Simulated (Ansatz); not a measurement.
**AlNi: how settings move the results**

One table from this session's results is given with a row withheld; the runs are named, their logs left out.

Method: DFT PBE, scalar-relativistic, plane waves, PAW for the base; runs at other levels say so in their headings and inputs, in Ansatz 0.2.0.

### The structure to begin with

It takes space group Cmmm (No. 65, orthorhombic). The conventional cell has a = 3.877 Å, b = 3.906 Å, c = 3.099 Å, α = 90.00°, β = 90.00°, γ = 90.00°. Al (site symmetry mmm) has 8 Ni at 2.48 to 2.49 Å and 4 Al at 2.75 Å as nearest neighbours. Around Ni (site symmetry mmm) lie 8 Al at 2.48 to 2.49 Å and 4 Ni at 2.75 Å.

Structure file:

```cif
data_structure
_symmetry_space_group_name_H-M 'P 1'
_symmetry_Int_Tables_number 1
_cell_length_a 2.7520
_cell_length_b 2.7520
_cell_length_c 3.0994
_cell_angle_alpha 90.000
_cell_angle_beta 90.000
_cell_angle_gamma 90.427
_cell_volume 23.47
loop_
_atom_site_label
_atom_site_type_symbol
_atom_site_fract_x
_atom_site_fract_y
_atom_site_fract_z
_atom_site_occupancy
Al1 Al 0.00000 0.00000 0.00000 1
Ni1 Ni 0.50000 0.50000 0.50000 1
```

Source of the structure: the Materials Project (structure only). It is taken as it stands there.

Set-up of the first run:

Contents of input.yaml:

```yaml
crystal:
  lattice:
    - [1.938694, -1.95319015, 0.0]
    - [1.938694, 1.95319015, 0.0]
    - [0.0, 0.0, 3.0994300413]
  atoms:
    - { symbol: Al, position: [0.0, 0.0, 0.0] }
    - { symbol: Ni, position: [0.5, 0.5, 0.5], spin: 2.0 }
basis:
  ecutwfc: 420
kpoints:
  mp_grid: { grid: [6, 6, 6] }
hamiltonian:
  xc: pbe
scf:
  occupations: { method: gaussian, width: 0.1 }
output:
  forces: true
  stress: true
  eigenvalues: true
  populations: true
magnetization:
  spin_polarized: true
```

Run with:

```console
$ ansatz run input.yaml --threads 1 --pin off --max-ram 2560MiB --backend cpu --events-out ev --progress --plain --runs-dir out
```

Among the steps run: Quick check of gap, pressure and forces; The base run, for reference; Relaxation, functional: LDA; Relaxing with functional PBEsol; Relaxing with functional PBE; Relaxation, functional: r2SCAN.

One table of the session follows, with a row left open; its other results are not shown here.

It belongs to the step «What the functional of a full relaxation changes». 

```
functional  a (Å)  c (Å)  volume (Å³/atom)
       LDA  2.829  2.840             11.36
    PBEsol  2.859  2.869             11.72
       PBE  2.889  2.901             12.11
    r2SCAN      ?      ?                 ?
```

**Question.** Estimate the row for r2SCAN.

As computed: a (Å): 2.860; c (Å): 2.870; volume (Å³/atom): 11.74. In the column «a (Å)» it lies between PBEsol (2.859) and PBE (2.889).

To keep in mind: Spin polarisation is off in the runs that give these values; a magnetic solution could lie lower. Warnings in the runs' records: seeded moment not kept.
